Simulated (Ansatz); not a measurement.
# ZrO2: equation of state with PBE

ZrO2:

```
Zr O
1.0
     3.59610    0.00000    0.00000
     0.00000    3.59610    0.00000
     0.00000    0.00000    5.17700
Zr O
2 4
Direct
  0.50000 0.50000 0.50000
  0.00000 0.00000 0.00000
  0.50000 0.00000 0.79700
  0.50000 0.00000 0.29700
  0.00000 0.50000 0.70300
  0.00000 0.50000 0.20300
```

```yaml
Program: Ansatz 0.2.0
Task: equation of state
Functional: PBE
Potentials_or_basis: all-electron LAPW, scalar-relativistic
Basis_error_allowed: 0.001 eV/atom
k_mesh: 7 × 7 × 5
Occupations: fermi-dirac, width 0.05 eV
Spin: no spin polarisation
```

The equilibrium volume is 11.40 Å³/atom. The bulk modulus at fixed shape and positions is 230 GPa and the pressure derivative of the bulk modulus is 4.2.

Energy against volume, from the lowest point:
```tsv
volume (Å³/atom)	energy (meV/atom)
10.489	60.81
10.712	33.52
10.935	14.84
11.158	3.91
11.381	0.00
11.604	2.42
11.828	10.55
```

All runs of the series together: 2.1 min on 4 threads of Intel(R) Xeon(R) Processor @ 2.70GHz, with other jobs on the host.

Caveat: the cell was scaled at fixed shape and fractional positions, which overstates the stiffness of a crystal with free parameters, most of all of layers and chains.
